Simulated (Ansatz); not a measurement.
## Moving the knobs of a GW run on SiC (F-43m)

A base run on SiC (F-43m), then changed inputs.

Method: G0W0 on PBE, plane waves, PAW; PAW set soft_1, in Ansatz 0.2.0.

## 1. Set-up

The structure is cubic, space group F-43m (No. 216). The conventional cell has a = 4.358 Å, b = 4.358 Å, c = 4.358 Å, α = 90.00°, β = 90.00°, γ = 90.00°. Nearest to Si lie 4 C at 1.89 Å. Nearest to C lie 4 Si at 1.89 Å. Farther neighbours are not listed.

The cell and positions come from the Crystallography Open Database and are kept as given unless a step says otherwise.

## 2. The base run: 6×6×6 mesh, 46 empty bands, screening to 100 eV, PAW set soft_1 files

G0W0 replaces the xc potential by the self-energy, built once from these orbitals. Only a window of levels is corrected, while the sums run over the empty bands that the input names. This step takes PAW set soft_1 files.

Input file input.yaml:

```yaml
crystal:
  lattice:
    - [0.0, 2.179, 2.179]
    - [2.179, 0.0, 2.179]
    - [2.179, 2.179, 0.0]
  atoms:
    - { symbol: Si, position: [0.0, 0.0, 0.0] }
    - { symbol: C, position: [0.25, 0.25, 0.25] }
kpoints:
  mp_grid: { grid: [6, 6, 6] }
hamiltonian:
  xc: pbe
  pseudopotentials: { kind: paw, azcp: { folder: soft_1 } }
scf:
  occupations: { method: fixed }
gw:
  n_empty_bands: 46
  ecut_chi: 100
  qp_bands: [v2, c2]
  qp_kpoints: band_edges
  screening: { model: contour_deformation }
```

On the command line:

```bash
ansatz run input.yaml --threads 3 --pin off --max-ram 92160MiB --backend cuda --events-out ev --progress --plain --runs-dir out --devices 1 --max-vram 13GiB
```

Numbers of over 12 decimals in the logs are rounded to 6 here.

Output:

```text
GPUs: using 1 of 1 available (devices: 1).
Engine: ansatz 0.2.0, x86_64-unknown-linux-gnu
Pseudopotentials: kind: paw
Pseudopotential: Si, paw, valence charge 4, recommended cutoff 420 eV (normal), soft_1/Si.paw.azcp
Pseudopotential: C, paw, valence charge 4, recommended cutoff 420 eV (normal), soft_1/C.paw.azcp
Functional definition: PBE
  parameter kappa = 0.804
  parameter beta = 0.066725
  exchange = pbe_x(kappa = kappa, mu = beta*pi^2/3)
  correlation = pbe_c(beta = beta)
device memory: the entry about to start is reckoned to put 0.4 GiB on a device that reports 26.6 GiB free (of which the cap on the GPU budget leaves the run 13.0 GiB)
GPU FFT provider: cuFFT
GPU libraries: cuBLAS 13.8.2, cuFFT 12.4.0, cuSOLVER 12.3.4
Crystal: 2 atoms, lattice volume = 20.692 Å³
Basis set: ecut = 420 eV, 411 PW (Γ)
Bands: 8, of which v1, the nominal top of the filled ones, is band 4 counted from 1 (3 counted from 0)
Symmetry: 24 space group operations
Space group: F-43m (ITA 216), of the structure as read, at distance tolerance 2.7e-5 Å
k-points: 16 of 216 (time reversal used)
Non-local potential: Si, projectors of the file, l = 0: 2, l = 1: 2, l = 2: 1
Non-local potential: C, projectors of the file, l = 0: 2, l = 1: 2, l = 2: 1
PAW form: soft (Blöchl's): semilocal exchange-correlation on the pseudo side does not see the compensation charge
PAW one-centre angular grid: Si, 110 points (default); XC on 64 Gauss nodes
PAW one-centre angular grid: C, 110 points (default); XC on 64 Gauss nodes
Initial density: superposition of atomic densities (chi_scale 0.1, normalization cell, long waves kept (reshape's long-wave potential 0.00 eV rms))
Initial wavefunctions: pseudopotential atomic-orbital guess
GPU buffer pool allocated for 13824 grid points (all kernels)
GPU transforms: local potential and band sums: pruned to the plane-wave sphere, on 24×24×24
Functional: x = pbe(κ = 0.804, μ = 0.219515), c = pbe(β = 0.066725)
SCF iter   1: F=—  HF=-888.653364 eV  |F-HF|=—  |Δ(HF+E_count)|=         —  Δρ=1.38e-1  dr2=4.86e0  ethr=3.10e-3  ⟨swp⟩=4.4  Hψ=888  notcnv=0  defer=13
preconditioner: auto → none  [insulator: Δε(μ)=3.270 eV  Ē_g=14.741 eV  n_scr=0 (ndim 8)  ℏωp=23.1 eV  f_vac=0.000  ε∞_Penn≈3.5]
SCF iter   2: F=—  HF=-887.227182 eV  |F-HF|=—  |Δ(HF+E_count)|=    1.43e0  Δρ=4.96e-2  dr2=3.17e-1  ethr=3.10e-3  ⟨swp⟩=3.1  Hψ=411  notcnv=0  defer=27
SCF iter   3: F=—  HF=-887.151105 eV  |F-HF|=—  |Δ(HF+E_count)|=   7.61e-2  Δρ=1.99e-2  dr2=4.25e-2  ethr=3.10e-3  ⟨swp⟩=2.2  Hψ=296  notcnv=0  defer=29
SCF iter   4: F=—  HF=-887.149012 eV  |F-HF|=—  |Δ(HF+E_count)|=   2.09e-3  Δρ=1.37e-3  dr2=2.29e-4  ethr=5.32e-4  ⟨swp⟩=2.0  Hψ=165  notcnv=0  defer=27
[...]
Fermi energy:    9.489145 eV
--- Per-component energies (eV) ---
  E_band       = 28.735875
  E_kinetic    = 133.424772
  E_local      = -95.486090  (includes V_loc(G=0)·N_el)
  E_nonlocal   = 45.139857
  E_hartree    = 31.872574
  E_xc         = -105.669112
  E_vxc        = -108.696595  (∫ρ·V_xc dr)
  E_paw        = -611.647398  (= ΣΔE_a)
  E_vpaw       = -9.391346  (= ΣTr[D̂ρ^β])
  E_aug_tail   = 0.000051  (compensation charges beyond the density's cutoff)
  E_ewald      = -284.783780
  E_smearing   = -0.000000  (= −TS)
  E_closure    = 0.000000  (closes the sum)
  Σ components = -887.149127   (vs F -887.149127, Δ=0.00e0)
--- Band table (eV; the first three rows and the last of 16) ---
  k-point 0: bands = ["-5.9221", "9.4891", "9.4891", "9.4891", "15.6930", "16.7886", "16.7886", "16.7886"]
  k-point 1: bands = ["-5.3830", "7.1159", "9.1585", "9.1585", "15.8151", "17.3056", "17.3056", "17.8244"]
  k-point 2: bands = ["-3.8563", "3.3083", "8.6431", "8.6431", "15.1622", "17.1257", "17.1257", "19.3876"]
  k-point 15: bands = ["-0.7324", "2.1931", "4.9772", "5.1011", "13.4777", "16.5775", "20.3024", "21.6860"]
--- G₀W₀: contour deformation, 6 samples at zero and on the imaginary axis and 2 off it, 216 q-points, 46 empty bands' worth ---
  eigenvalues of the whole cell's RPA ε∞ on this k-mesh (on a slab, of 1 + 4πα/V) = 7.1454, 7.1454, 7.1454; static W/v taken at q = 0 is 0.139950
  gw.qp_kpoints: band_edges: 9 of 16 stored k-points solved, in 1 pass; an edge of the gap read off the rows below is read off those points alone
    valence top: of the k-points left out ik 7 came nearest to being solved in a further pass, in band 4 (counted from 1, as in the quasiparticle table): it holds the edge there only if its correction is more favourable than any solved in that band by at least 1.154 eV; those differ by 0.281 eV
    conduction bottom: of the k-points left out ik 10 came nearest to being solved in a further pass, in band 5 (counted from 1, as in the quasiparticle table): it holds the edge there only if its correction is more favourable than any solved in that band by at least 1.371 eV; those differ by 0.400 eV
    ik  band        ε_KS         Σx   Σc(E_QP)       V_xc       Z   E_QP_lin       E_QP  E_QP is
     0     3      9.4891   -18.3527     2.2609   -15.7344  0.7917     9.1309     9.1318  root
     0     4      9.4891   -18.3527     2.2609   -15.7344  0.7917     9.1309     9.1318  root
     0     5     15.6930    -9.6381    -5.0860   -15.4326  0.7840    16.4067    16.4014  root
     0     6     16.7886    -8.1316    -5.0616   -13.9299  0.7981    17.5305    17.5254  root
     1     3      9.1585   -18.3804     2.3327   -15.6576  0.7905     8.7673     8.7684  root
     1     4      9.1585   -18.3804     2.3327   -15.6576  0.7905     8.7673     8.7684  root
     1     5     15.8151    -8.8643    -4.9666   -14.5193  0.7945    16.5076    16.5034  root
     1     6     17.3056    -7.9376    -5.2435   -13.9387  0.7925    18.0691    18.0633  root
[...]
12     3      6.2963   -18.5762     3.1538   -14.7839  0.7718     5.6528     5.6578  root
    12     4      6.2963   -18.5762     3.1538   -14.7839  0.7718     5.6528     5.6578  root
    12     5     10.8430    -7.1456    -3.8837   -11.3561  0.8184    11.1705    11.1699  root
    12     6     13.8105    -7.4546    -4.3633   -12.3389  0.8207    14.3332    14.3315  root
[key lines of the parts left out:]
SCF converged after 7 iterations
Free energy (F): -887.149127 eV
```

The job ended after 13 s (1 × NVIDIA H100 80GB HBM3 (shared by 6 runs) with 3 threads of AMD EPYC 7R13 (Zen 3), shared host; peak memory 0.97 GiB).

This step gave:

| Quantity | Value |
| --- | --- |
| bands summed | 50 |
| RPA ε∞ on this mesh (eigenvalues) | 7.145, 7.145, 7.145 |
| plane waves in the screening matrix | 59 |
| q-points in the mesh | 216 |
| G0W0 gap on the mesh | 2.038 eV |
| k of the valence top | 0, 0, 0 |
| k of the conduction bottom | 0, -0.5, -0.5 |
| starting gap on the mesh | 1.354 eV |
| Z at the valence top | 0.7917 |
| Z at the conduction bottom | 0.8184 |
| least direct G0W0 gap on the computed points | 5.512 eV |

The gap on the mesh goes from 1.35 eV to 2.04 eV, a correction of +0.68 eV. Between the two edge states, bare exchange in place of the xc potential would open the gap by 6.83 eV, and correlation takes back 6.14 eV.

## 3. Variant: potentials

Other atomic data (norm-conserving) test the pseudisation: the cutoff goes from 420 to 1115.67 eV, with the same valence electrons.

This step: G0W0 on PBE, plane waves, norm-conserving pseudopotentials.

input.yaml, as its differences from that of step 2:

```diff
@@ -12,3 +12,3 @@
   xc: pbe
-  pseudopotentials: { kind: paw, azcp: { folder: soft_1 } }
+  pseudopotentials: { kind: nc }
 scf:
```

Output:

```text
GPUs: using 1 of 1 available (devices: 1).
[...]
GPU FFT provider: cuFFT
GPU libraries: cuBLAS 13.8.2, cuFFT 12.4.0, cuSOLVER 12.3.4
Crystal: 2 atoms, lattice volume = 20.692 Å³
Basis set: ecut = 1115.666836 eV, 1807 PW (Γ)
Bands: 8, of which v1, the nominal top of the filled ones, is band 4 counted from 1 (3 counted from 0)
[... 1 set-up line as in the run before ...]
[...]
k-points: 16 of 216 (time reversal used)
[...]
GPU buffer pool allocated for 46656 grid points (all kernels)
[...]
SCF iter   1: F=—  HF=-281.082693 eV  |F-HF|=—  |Δ(HF+E_count)|=         —  Δρ=1.42e-1  dr2=4.99e0  ethr=3.10e-3  ⟨swp⟩=4.4  Hψ=934  notcnv=0  defer=26
[...]
SCF iter   7: F=-279.545883 eV  HF=-279.545883 eV  |F-HF|=9.07e-10  |Δ(HF+E_count)|=   1.04e-7  Δρ=6.03e-6  dr2=4.33e-9  ethr=1.25e-9  ⟨swp⟩=3.8  Hψ=490  notcnv=0
SCF 1 converged in 7 iterations: F = -279.545883 eV  dr2 = 4.33e-9
[...]
0     3      9.5080   -18.3478     2.2589   -15.7302  0.7917     9.1484     9.1493  root
     0     4      9.5080   -18.3478     2.2589   -15.7302  0.7917     9.1484     9.1493  root
     0     5     15.7171    -9.6415    -5.0870   -15.4434  0.7837    16.4373    16.4320  root
     0     6     16.7931    -8.1522    -5.0604   -13.9483  0.7981    17.5338    17.5287  root
     1     3      9.1767   -18.3755     2.3308   -15.6543  0.7905     8.7852     8.7863  root
     1     4      9.1767   -18.3755     2.3308   -15.6543  0.7905     8.7852     8.7863  root
     1     5     15.8292    -8.8685    -4.9660   -14.5274  0.7947    16.5265    16.5221  root
     1     6     17.3111    -7.9576    -5.2430   -13.9570  0.7925    18.0732    18.0674  root
[...]
12     3      6.3128   -18.5669     3.1530   -14.7807  0.7717     5.6747     5.6796  root
    12     4      6.3128   -18.5669     3.1530   -14.7807  0.7717     5.6747     5.6796  root
    12     5     10.8509    -7.1376    -3.8857   -11.3539  0.8183    11.1820    11.1814  root
    12     6     13.8156    -7.4461    -4.3660   -12.3423  0.8206    14.3477    14.3458  root
[key lines of the parts left out:]
SCF converged after 7 iterations
Free energy (F): -279.545883 eV
Fermi energy:    9.508043 eV
```

It took 17 s on 1 × NVIDIA H100 80GB HBM3 (shared by 6 runs) with 3 threads; peak memory 0.95 GiB; 17 s of CPU time.

The G0W0 gap on the mesh is 2.032 eV.

Against the base:

| setting | base | variant |
| --- | --- | --- |
| files | PAW set soft_1 | norm-conserving |

| quantity | variant | base |
| --- | --- | --- |
| starting gap on the mesh | 1.343 | 1.354 |
| G0W0 gap on the mesh | 2.032 | 2.038 |
| least direct G0W0 gap on the computed points | 5.502 | 5.512 |
| Z at the valence top | 0.792 | 0.792 |
| Z at the conduction bottom | 0.818 | 0.818 |

## 4. Variant: potentials

This step: G0W0 on PBE, plane waves, PAW.

input.yaml, as its differences from that of step 3:

```diff
@@ -12,3 +12,3 @@
   xc: pbe
-  pseudopotentials: { kind: nc }
+  pseudopotentials: { kind: paw, source: ansatz }
 scf:
```

Output:

```text
GPUs: using 1 of 1 available (devices: 1).
[...]
GPU FFT provider: cuFFT
GPU libraries: cuBLAS 13.8.2, cuFFT 12.4.0, cuSOLVER 12.3.4
Crystal: 2 atoms, lattice volume = 20.692 Å³
Basis set: ecut = 820 eV, 1067 PW (Γ)
Bands: 8, of which v1, the nominal top of the filled ones, is band 4 counted from 1 (3 counted from 0)
[... 1 set-up line as in the run before ...]
[...]
k-points: 16 of 216 (time reversal used)
[...]
GPU buffer pool allocated for 27000 grid points (all kernels)
[...]
SCF iter   1: F=—  HF=-888.592275 eV  |F-HF|=—  |Δ(HF+E_count)|=         —  Δρ=1.40e-1  dr2=4.93e0  ethr=3.10e-3  ⟨swp⟩=4.3  Hψ=922  notcnv=0  defer=26
[...]
SCF iter   7: F=-887.060671 eV  HF=-887.060671 eV  |F-HF|=2.77e-9  |Δ(HF+E_count)|=   1.76e-8  Δρ=7.54e-6  dr2=7.13e-9  ethr=1.25e-9  ⟨swp⟩=2.6  Hψ=271  notcnv=0
SCF 1 converged in 7 iterations: F = -887.060671 eV  dr2 = 7.13e-9
[...]
0     3      9.5141   -18.2794     2.2571   -15.7021  0.7915     9.1932     9.1938  root
     0     4      9.5141   -18.2794     2.2571   -15.7021  0.7915     9.1932     9.1938  root
     0     5     15.7264    -9.6118    -5.0892   -15.4081  0.7838    16.4387    16.4335  root
     0     6     16.8085    -8.0514    -5.0848   -13.8569  0.7975    17.5341    17.5292  root
     1     3      9.1827   -18.3241     2.3296   -15.6326  0.7903     8.8199     8.8208  root
     1     4      9.1827   -18.3241     2.3296   -15.6326  0.7903     8.8199     8.8208  root
     1     5     15.8413    -8.8063    -4.9787   -14.4722  0.7943    16.5326    16.5284  root
     1     6     17.3280    -7.8378    -5.2690   -13.8603  0.7919    18.0872    18.0814  root
[...]
12     3      6.3208   -18.5998     3.1553   -14.7983  0.7715     5.6695     5.6746  root
    12     4      6.3208   -18.5998     3.1553   -14.7983  0.7715     5.6695     5.6746  root
    12     5     10.8665    -7.0387    -3.9006   -11.3077  0.8181    11.2357    11.2349  root
    12     6     13.8291    -7.3493    -4.3800   -12.2899  0.8204    14.3917    14.3897  root
[key lines of the parts left out:]
SCF converged after 7 iterations
Free energy (F): -887.060671 eV
Fermi energy:    9.514053 eV
```

It took 13 s on 1 × NVIDIA H100 80GB HBM3 (shared by 6 runs) with 3 threads; peak memory 0.96 GiB.

The G0W0 gap on the mesh is 2.041 eV.

Against the base:

| setting | base | variant |
| --- | --- | --- |
| files | PAW set soft_1 | hard PAW |

| quantity | variant | base |
| --- | --- | --- |
| starting gap on the mesh | 1.352 | 1.354 |
| G0W0 gap on the mesh | 2.041 | 2.038 |
| least direct G0W0 gap on the computed points | 5.560 | 5.512 |
| Z at the valence top | 0.791 | 0.792 |
| Z at the conduction bottom | 0.818 | 0.818 |

## 5. Variant: frequency model

A plasmon pole stands in for the full frequency dependence of the screening; this run shows what that costs in accuracy.

This step: G0W0 on PBE, plane waves, PAW; PAW set soft_1.

input.yaml, the sections that differ from step 4:

```yaml
hamiltonian:
  xc: pbe
  pseudopotentials: { kind: paw, azcp: { folder: soft_1 } }
gw:
  n_empty_bands: 46
  ecut_chi: 100
  qp_bands: [v2, c2]
  qp_kpoints: band_edges
  screening: { model: godby_needs }
# crystal, kpoints, scf: as in step 4
```

Output:

```text
GPUs: using 1 of 1 available (devices: 1).
[...]
GPU FFT provider: cuFFT
GPU libraries: cuBLAS 13.8.2, cuFFT 12.4.0, cuSOLVER 12.3.4
Crystal: 2 atoms, lattice volume = 20.692 Å³
Basis set: ecut = 420 eV, 411 PW (Γ)
Bands: 8, of which v1, the nominal top of the filled ones, is band 4 counted from 1 (3 counted from 0)
[... 1 set-up line as in the run before ...]
[...]
k-points: 16 of 216 (time reversal used)
[...]
GPU buffer pool allocated for 13824 grid points (all kernels)
[...]
SCF iter   1: F=—  HF=-888.653364 eV  |F-HF|=—  |Δ(HF+E_count)|=         —  Δρ=1.38e-1  dr2=4.86e0  ethr=3.10e-3  ⟨swp⟩=4.4  Hψ=888  notcnv=0  defer=13
[...]
SCF iter   7: F=-887.149127 eV  HF=-887.149127 eV  |F-HF|=9.14e-10  |Δ(HF+E_count)|=   2.71e-8  Δρ=4.10e-6  dr2=1.75e-9  ethr=1.25e-9  ⟨swp⟩=2.0  Hψ=256  notcnv=0
SCF 1 converged in 7 iterations: F = -887.149127 eV  dr2 = 1.75e-9
[...]
0     3      9.4891   -18.3527     2.3116   -15.7344  0.7959     9.1819     9.1824  root
     0     4      9.4891   -18.3527     2.3116   -15.7344  0.7959     9.1819     9.1824  root
     0     5     15.6930    -9.6381    -5.0583   -15.4326  0.7953    16.4326    16.4291  root
     0     6     16.7886    -8.1316    -5.0278   -13.9299  0.8081    17.5628    17.5591  root
     1     3      9.1585   -18.3804     2.3813   -15.6576  0.7953     8.8164     8.8170  root
     1     4      9.1585   -18.3804     2.3813   -15.6576  0.7953     8.8164     8.8170  root
     1     5     15.8151    -8.8643    -4.9404   -14.5193  0.8040    16.5327    16.5296  root
     1     6     17.3056    -7.9376    -5.2003   -13.9387  0.8043    18.1107    18.1064  root
[...]
12     3      6.2963   -18.5762     3.1715   -14.7839  0.7851     5.6729     5.6754  root
    12     4      6.2963   -18.5762     3.1715   -14.7839  0.7851     5.6729     5.6754  root
    12     5     10.8430    -7.1456    -3.8694   -11.3561  0.8215    11.1846    11.1841  root
    12     6     13.8105    -7.4546    -4.3493   -12.3389  0.8239    14.3469    14.3454  root
[key lines of the parts left out:]
SCF converged after 7 iterations
Free energy (F): -887.149127 eV
Fermi energy:    9.489145 eV
```

Wall time 10 s (1 × NVIDIA H100 80GB HBM3 (shared by 6 runs) with 3 threads); peak memory 0.94 GiB.

The G0W0 gap on the mesh is 2.002 eV.

Against the base:

| setting | base | variant |
| --- | --- | --- |
| frequency model | contour deformation | plasmon pole |

| quantity | variant | base |
| --- | --- | --- |
| starting gap on the mesh | 1.354 | 1.354 |
| G0W0 gap on the mesh | 2.002 | 2.038 |
| least direct G0W0 gap on the computed points | 5.509 | 5.512 |
| Z at the valence top | 0.796 | 0.792 |
| Z at the conduction bottom | 0.821 | 0.818 |

## 6. Outcome

| Quantity | Value |
| --- | --- |
| base | 2.04 eV, 13 s |
| potentials | 2.03 eV, 17 s |
| potentials | 2.04 eV, 13 s |
| frequency model | 2.00 eV, 10 s |

What this shows: Potentials: the gap moves by −0.01 eV (the plane-wave cutoff goes from 420 to 1115.67 eV). Potentials: the gap moves by +0.003 eV (the plane-wave cutoff goes from 420 to 820 eV). Frequency model: the gap moves by −0.04 eV. All runs here use a coarse mesh and modest cutoffs; they test settings and are not final values.

[Paths, hosts, dates, memory and timing lines, banners, echoed tables and standing remarks are left out of the program output.]

[Logs are printed without paths, hosts, clocks, repeated set-up lines and the standing remarks that a program may print on its own settings, such as how far it seeks lower states.]

[Runs of the session that timed out or met a known fault of the program may be left out.]

[Cells called generated may have been cut or substituted from an entry of the Crystallography Open Database or the Materials Project.]

[Hosts, paths, dates, database ids (printed as entryN), source tags and the programs' standing remarks are cut or masked in the printed files.]
